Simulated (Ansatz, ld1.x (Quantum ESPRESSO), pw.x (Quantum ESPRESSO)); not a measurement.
**From atom to crystal: RRKJ potential for osmium**

osmium, norm-conserving RRKJ (Kleinman–Bylander form), made with ld1.x (Quantum ESPRESSO) 7.5 (PBE, scalar-relativistic). Core [Xe] 4f14, reference 5d6 6s2 6p0. Waves: 6s (bound): rc 2.45 bohr; 6p (bound, empty): rc 3.70 bohr; 5d (bound): rc 1.40 bohr; 5f channel at 0.2 Ry: rc 2.95 bohr. Local part: all-electron potential smoothed inside 3.45 bohr (lloc = -1). Core correction: Bessel-smoothed model core, default radius (core density twice the valence density). rho0 = 0.001.

Crystal test: sc Os in pw.x 7.5, no spin, 13³ k-points, Fermi–Dirac smearing 0.01 Ry, cutoffs 120/480 Ry. The reference is all-electron LAPW (Ansatz 0.2.0) with the same functional, mesh and smearing; V0 and B0 come from Birch–Murnaghan fits to the pressures at five volumes. Errors are pseudo minus all-electron; Δ is the rms difference of the E(V) curves that follow from these fits, minima aligned, over ±6 % about the mean V0. Mesh and smearing are coarse, so the numbers serve the comparison and aren't converged zero-temperature values; the lattice is a test structure that the element need not adopt.

```tsv
V (Å³/atom)	P all-electron (GPa)	P pseudo (GPa)
15.904	15.62	20.40
16.322	7.31	11.83
16.741	0.11	4.36
17.160	-6.14	-2.14
17.578	-11.55	-7.79
```

All-electron: a0 = 2.558 Å (V0 = 16.75 Å³/atom), B0 = 267.5 GPa.

Pseudopotential: mean pressure error (GPa): +4.26; a0 (Å): 2.572; a0 error (%): +0.53; B0 error (%): -3.4; Δ (meV/atom): 15.3. The largest radius (3.70 bohr) exceeds half the bond length (2.42 bohr), so the spheres overlap, which is one possible source of error among others. This is a poor potential for the solid. Atomic configuration tests: 1 of 7 tests not solved or not reliable.

Question: At the middle volume, how do free energy and pressure move when the wave cutoff is lowered (ecutrho kept at four times it)?

Answer:

```csv
cutoff (Ry),shift of F (meV/atom),shift of P (GPa)
54,+764.8,-16.21
72,+142.6,-7.76
96,+3.3,+0.05
```

The run at the middle volume (84 k-points, 6 iterations) took about 17 s on one core of a shared host (Neoverse-V2, 96 threads, 742 GiB, load 31).
